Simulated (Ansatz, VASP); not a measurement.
**Li in VASP and in Ansatz**

Contents of INCAR:

```
  ALGO = Fast
  EDIFF = 1E-6
  EDIFFG = -0.005
  ENCUT = 600
  GGA = PS
  IBRION = 2
  ISIF = 3
  ISMEAR = 0
  LASPH = True
  LCHARG = False
  LREAL = False
  LWAVE = False
  NELM = 60
  NSW = 70
  PREC = Accurate
  SIGMA = 0.1
```

Contents of KPOINTS:

```
k-points
0
Gamma
  18 18 18
```

The input POSCAR:

```
Li
1.0
    0.0000000000      2.0884826780      2.0884826780
    2.0884826780      0.0000000000      2.0884826780
    2.0884826780      2.0884826780      0.0000000000
Li
1
Direct
    0.0000000000      0.0000000000      0.0000000000
```

Input for Ansatz:

```yaml
crystal:
  lattice:
    - [0.0, 2.088482678, 2.088482678]
    - [2.088482678, 0.0, 2.088482678]
    - [2.088482678, 2.088482678, 0.0]
  atoms:
    - { symbol: Li, position: [0.0, 0.0, 0.0] }
basis:
  ecutwfc: 420
kpoints:
  mp_grid: { grid: [18, 18, 18] }
hamiltonian:
  xc: pbesol
scf:
  occupations: { method: gaussian, width: 0.1 }
output:
  forces: true
  stress: true
  eigenvalues: true
relax:
  adjacent_minimum: "off"
  f_tol: 0.005
  max_steps: 50
  cell: { stress_tol: 0.05 }
```

Alike in both runs: task relaxation of cell and atoms; functional PBEsol; k mesh 18 × 18 × 18; occupations gaussian, width 0.1 eV; no spin polarisation.

|  | VASP | Ansatz |
| --- | --- | --- |
| version | VASP 6.6.1 | Ansatz 0.2.0 |
| potentials or method | VASP PAW PBE potentials, release 64 (Li_sv) | scalar-relativistic, plane waves, PAW |
| plane-wave cutoff (eV) | 600 | 420 |
| valence electrons in the cell | 3 | 3 |

VASP gave:

```
gap on the k mesh at the Fermi level, each at its own relaxed structure (eV) : none
relaxed volume (Å³/atom)                                                     : 20.06
relaxed cell length with the largest relative difference (Å)                 : 3.050
energy change over the relaxation (meV/atom)                                 : -8
```

**Question.** Which values does Ansatz return?

**Answer.** gap on the k mesh at the Fermi level, each at its own relaxed structure (eV): none; relaxed volume (Å³/atom): 20.16; relaxed cell length with the largest relative difference (Å): 3.055; energy change over the relaxation (meV/atom): -9.

A gap of «none» marks a metal or a gap that the smearing closes.

Caveats: the cutoff is under 1.25 times the usual one of these potentials, so pressure, stress and relaxed cells hold a basis-set (Pulay) error (VASP); the PAW data sets were made with another functional, which shifts forces and pressure a little (VASP). Zero-point motion and thermal expansion aren't in these numbers.
